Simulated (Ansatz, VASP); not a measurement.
# One calculation of CdS (Hawleyite), two programs

File INCAR:

```
PREC = Accurate
ENCUT = 520
EDIFF = 1E-7
ISMEAR = -1
SIGMA = 0.04
LREAL = F
LASPH = T
NELM = 100
ALGO = Fast
ISIF = 2
LWAVE = F
LCHARG = F
GGA = PE
NBANDS = 16
```

Contents of KPOINTS:

```
Automatic mesh
0
Gamma
  5 5 5
```

POSCAR

```
CdS
1.0
    0.0000000000      2.9165000000      2.9165000000
    2.9165000000      0.0000000000      2.9165000000
    2.9165000000      2.9165000000      0.0000000000
Cd S
1 1
Direct
    0.0000000000      0.0000000000      0.0000000000
    0.7500000000      0.7500000000      0.7500000000
```

Contents of input.yaml:

```yaml
crystal:
  lattice:
    - [0.0, 2.9165, 2.9165]
    - [2.9165, 0.0, 2.9165]
    - [2.9165, 2.9165, 0.0]
  atoms:
    - { symbol: Cd, position: [0.0, 0.0, 0.0] }
    - { symbol: S, position: [0.75, 0.75, 0.75] }
kpoints:
  mp_grid: { grid: [5, 5, 5] }
scf:
  occupations: { method: fermi_dirac, width: 0.04 }
hamiltonian:
  xc: pbe
  pseudopotentials: { kind: all_electron, lapw: { basis_error: 0.003 } }
output:
  forces: true
  stress: true
  eigenvalues: true
```

Alike in both runs: task single point; functional PBE; k mesh 5 × 5 × 5; occupations fermi-dirac, width 0.04 eV; no spin polarisation.

|  | VASP | Ansatz |
| --- | --- | --- |
| version | VASP 6.6.1 | Ansatz 0.2.0 |
| potentials or method | VASP PAW PBE potentials, release 64 (Cd, S) | all-electron LAPW, scalar-relativistic |
| plane-wave cutoff (eV) | 520 | see its input |

```csv
,VASP,Ansatz,Ansatz less VASP
gap on the k mesh at the Fermi level (eV),1.15,1.14,-0.004
least direct gap on the mesh (eV),1.15,1.14,-0.004
pressure (GPa),3.2,2.9,-0.33
```

Ansatz ran all-electron here, so the differences hold the error of VASP's frozen core and of both bases.
